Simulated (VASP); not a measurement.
# VASP 6.6.1 run: MgS

INCAR

```
LWAVE = .FALSE.
SIGMA = 0.02
EDIFF = 1E-6
ISIF = 2
NSW = 0
LASPH = .TRUE.
PREC = Accurate
ENCUT = 520
ADDGRID = .TRUE.
LCHARG = .FALSE.
GGA = RP
IBRION = -1
LREAL = .FALSE.
ISMEAR = -1
NBANDS = 11
NELM = 120
```

KPOINTS

```
KPOINTS created by Atomic Simulation Environment
0
Gamma
8 8 8
0 0 0
```

POSCAR

```
Mg S
 1.0000000000000000
     0.0000000000000000    2.8308768411999998    2.9158031465000001
     2.8308768411999998    0.0000000000000000    2.9158031465000001
     2.8308768411999998    2.8308768411999998    0.0000000000000000
 Mg  S
   1   1
Cartesian
  0.0000000000000000  0.0000000000000000  0.0000000000000000
  1.4154384205999999  1.4154384205999999  1.4579015732500002
```

The recommended PBE PAW datasets give the neutral cell 8 valence electrons.

Command

```
mpirun -np 1 vasp_std
```

Task: How does this run end, and what does it give?

Result: It converged. Results: gap between bands v and c on the k mesh 3.49 eV; least direct gap on the k mesh 3.49 eV; pressure 0.8 GPa. Band v is the last that the valence electrons fill when counted band by band, and c is the next.

OSZICAR

```
N       E                     dE             d eps       ncg     rms          rms(c)
DAV:   1     0.258996115148E+02    0.25900E+02   -0.33614E+03  1314   0.569E+02
DAV:   2    -0.642942485356E+01   -0.32329E+02   -0.31096E+02  1616   0.998E+01
DAV:   3    -0.849501613951E+01   -0.20656E+01   -0.20624E+01  1638   0.273E+01
DAV:   4    -0.851180343105E+01   -0.16787E-01   -0.16785E-01  1571   0.298E+00
DAV:   5    -0.851199408327E+01   -0.19065E-03   -0.19065E-03  1642   0.308E-01    0.459E+00
DAV:   6    -0.802429561981E+01    0.48770E+00   -0.12234E+00  1424   0.413E+00    0.364E+00
DAV:   7    -0.799928751013E+01    0.25008E-01   -0.29475E-01  1544   0.226E+00    0.272E+00
DAV:   8    -0.801579995105E+01   -0.16512E-01   -0.47354E-02  1421   0.125E+00    0.159E+00
DAV:   9    -0.801472254942E+01    0.10774E-02   -0.32702E-03  1454   0.273E-01    0.532E-01
DAV:  10    -0.801523113540E+01   -0.50859E-03   -0.11954E-03  1445   0.165E-01    0.121E-01
DAV:  11    -0.801534215065E+01   -0.11102E-03   -0.25758E-04  1526   0.728E-02    0.111E-01
DAV:  12    -0.801534932910E+01   -0.71784E-05   -0.39421E-05  1514   0.302E-02    0.195E-02
DAV:  13    -0.801534951001E+01   -0.18091E-06   -0.26195E-06  1587   0.820E-03
   1 F= -.80153495E+01 E0= -.80153495E+01  d E =-.165048E-10
```

Standard output (part)

```
POSCAR found type information on POSCAR MgS
 POSCAR found :  2 types and       2 ions
 LDA part: xc-table for (Slater+PW92), standard interpolation
 POSCAR, INCAR and KPOINTS ok, starting setup
 WAVECAR not read
 entering main loop
```

For comparison, a separate PBE run of the intended cell, on usual settings and not on those above, gives a gap of 3.28 eV on its mesh and a pressure of -0.8 GPa.
